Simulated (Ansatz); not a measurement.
Crystal: Re.

```xyz
4
Lattice="2.7664 0.0000 0.0000 -1.3832 2.3958 0.0000 0.0000 0.0000 8.9388" Properties=species:S:1:pos:R:3 pbc="T T T"
Re    1.3832    0.7986    6.7041
Re    0.0000    0.0000    4.4694
Re    0.0000    1.5972    2.2347
Re    0.0000    0.0000    0.0000
```

- Program: Ansatz 0.2.0
- Task: relaxation of cell and atoms
- Functional: PBEsol
- Potentials or basis: Ansatz PAW
- Cutoff: 420 eV (not typed: the program's choice for these potentials)
- k mesh: 11 × 11 × 3
- Occupations: fermi-dirac, width 0.05 eV
- Spin: no spin polarisation

At the start: volume 14.81 Å³/atom.

Question: Where does the relaxation end?

Answer: It ends after 4 steps and the volume is 14.55 Å³/atom (-1.8 %); space group P6_3/mmc (No. 194, to 0.05 Å).

Step by step:
```
step  energy change (eV)  largest force (eV/Å)  volume (Å³)
   1              0.0000                0.0000        59.24
   2             -0.0235                0.0000        58.27
   3             -0.0237                0.0000        58.18
   4             -0.0228                0.0000        58.18
```

Final structure:
```
CELL_PARAMETERS angstrom
2.74934 0.00000 0.00000
-1.37467 2.38100 0.00000
0.00000 0.00000 8.88820
ATOMIC_POSITIONS crystal
Re 0.66667 0.33333 0.75000
Re 0.00000 0.00000 0.50000
Re 0.33333 0.66667 0.25000
Re 0.00000 0.00000 0.00000
```

Caveat: the plane-wave basis is chosen anew once the cell has moved, so the energies of steps on either side of that aren't comparable; the PAW data sets come from PBE, with cores solved anew for the run's functional, which leaves a small shift of forces and pressure.
